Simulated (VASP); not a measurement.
GaP: relaxation of cell and atoms with LDA

Crystal: GaP.

```xyz
2
Lattice="0.0000 2.7252 2.7252 2.7252 0.0000 2.7252 2.7252 2.7252 0.0000" Properties=species:S:1:pos:R:3 pbc="T T T"
Ga    0.0000    0.0000    0.0000
P     1.3626    1.3626    1.3626
```

```
Program                : VASP 6.6.1
Task                   : relaxation of cell and atoms
Functional             : LDA
Potentials or basis    : VASP PAW LDA potentials, release 64 (Ga_d, P)
Cutoff                 : 600 eV
k mesh                 : 8 × 8 × 8
Occupations            : gaussian, width 0.03 eV
Spin                   : no spin polarisation
Further INCAR settings : ALGO = Normal; EDIFF = 1e-06; IBRION = 2; EDIFFG = -0.01; NSW = 90; ISIF = 3
```

- Relaxed volume: 19.61 Å³/atom
- Relaxed cell: a = 3.814 Å, b = 3.814 Å, c = 3.814 Å, α = 60.00°, β = 60.00°, γ = 60.00°
- Space group after relaxing (to 0.05 Å): F-43m (No. 216)
- Energy gained by relaxing: 5.4 meV/atom
- Ionic steps: 3
- Pressure after relaxing: -0.1 GPa
- Band gap on the k mesh: 1.43 eV, indirect (least direct gap 1.90 eV)

Step by step:
```tsv
step	energy change (eV)	largest force (eV/Å)	pressure (GPa)	volume (Å³)
1	0.0000	0.0000	-2.68	40.48
2	-0.0073	0.0000	1.68	38.53
3	-0.0108	0.0000	-0.07	39.22
```

Final structure:
```
Ga P
1.0
     0.00000    2.69669    2.69669
     2.69669    0.00000    2.69669
     2.69669    2.69669    0.00000
Ga P
1 1
Direct
  0.00000 0.00000 0.00000
  0.25000 0.25000 0.25000
```

Levels at points of the mesh, in eV from the valence-band top:
```tsv
k point	band 7	band 8	band 9	band 10	band 11	band 12
(0.00, 0.00, 0.00)	0.00	0.00	0.00	1.90	3.78	3.78
(0.50, 0.00, 0.00)	-6.89	-1.18	-1.18	1.61	4.62	4.62
(0.50, 0.50, 0.00)	-6.99	-2.82	-2.82	1.43	1.65	10.69
```

Run time: 22 s on 1 thread of AMD EPYC 9R14 (Zen 4) (shared host), peak memory 0.14 GiB.

A k mesh can miss the band edges. LDA gaps usually lie below the measured ones, often by a third to a half.
